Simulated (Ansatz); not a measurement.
# Ti: the cost of one run

Computed with Ansatz 0.2.0 (DFT PBEsol, scalar-relativistic, plane waves, PAW, unless a step's input says otherwise).

2 further runs of the same task are left out: 2 set aside as unsound or not needed.

**1. Starting point**

Symmetry: Im-3m, No. 229, cubic system. The conventional cell has a = 3.210 Å, b = 3.210 Å, c = 3.210 Å, α = 90.00°, β = 90.00°, γ = 90.00°. Ti (site symmetry m-3m) has 8 Ti at 2.78 Å as nearest neighbours.

As a file:

```
CELL_PARAMETERS angstrom
3.21023 0.00000 0.00000
0.00000 3.21023 0.00000
0.00000 0.00000 3.21023
ATOMIC_POSITIONS crystal
Ti 0.00000 0.00000 0.00000
Ti 0.50000 0.50000 0.50000
```

The unstrained cell comes from an earlier run at this level (2 atoms, E(σ→0) -4947.5860 eV, gap none (metal)).

**2. At -1.0 %**

input.yaml reads:

```yaml
crystal:
  lattice:
    - [3.2182577061, 0.0, 0.0]
    - [0.0, 3.2182577061, 0.0]
    - [0.0, 0.0, 3.1781298045]
  atoms:
    - { symbol: Ti, position: [0.0, 0.0, 0.0] }
    - { symbol: Ti, position: [0.5, 0.5, 0.5] }
basis:
  ecutwfc: 420
kpoints:
  mp_grid: { grid: [16, 16, 16] }
hamiltonian:
  xc: pbesol
scf:
  occupations: { method: gaussian, width: 0.1 }
output:
  forces: true
  stress: true
  eigenvalues: true
relax:
  adjacent_minimum: "off"
  f_tol: 0.008
  max_steps: 40
  cell: { stress_tol: 0.015, fix: [c, angles] }
```

On the command line:

```bash
> ansatz run input.yaml --threads 1 --pin off --max-ram 2560MiB --backend cpu --events-out ev --progress --plain --runs-dir out
```

Q: Estimate wall time and peak memory on 1 thread of Arm Neoverse V2, shared host.

About 44 s, with a peak of 0.47 GiB.
